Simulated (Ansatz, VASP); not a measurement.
# ZnO in VASP and in Ansatz

```
Zn O
1.0
     3.36965    0.00000    0.00000
    -1.68482    2.91820    0.00000
     0.00000    0.00000    4.42421
Zn O
2 2
Direct
  0.33333 0.66667 0.00000
  0.66667 0.33333 0.50000
  0.33333 0.66667 0.50000
  0.66667 0.33333 0.00000
```

Measurements of this composition are mostly on another form, of space group No. 186.

Alike in both runs: functional LDA; k mesh 9 × 9 × 6; occupations gaussian, width 0.02 eV; no spin polarisation.

Ansatz relaxed the structure, and its values are those at the end. VASP's run is a single point on that final structure, the one shown.

```csv
,VASP,Ansatz
version,VASP 6.6.1,Ansatz 0.2.0
potentials or method,"VASP PAW LDA potentials, release 64 (Zn, O)","scalar-relativistic, plane waves, PAW"
plane-wave cutoff (eV),520,420
valence electrons in the cell,36,36
```

Ansatz gave:

| Property | Result |
| --- | --- |
| gap on the k mesh at the Fermi level (eV) | 1.06 |
| least direct gap on the mesh (eV) | 1.10 |
| pressure (GPa) | 0.0 |

Question: Estimate VASP's values.

Answer: gap on the k mesh at the Fermi level (eV): 1.07; least direct gap on the mesh (eV): 1.11; pressure (GPa): 1.3.

Ansatz warned: «pseudo_functional_mismatch».

Caveats: an odd mesh through Γ misses points on the zone boundary, where band edges often lie.
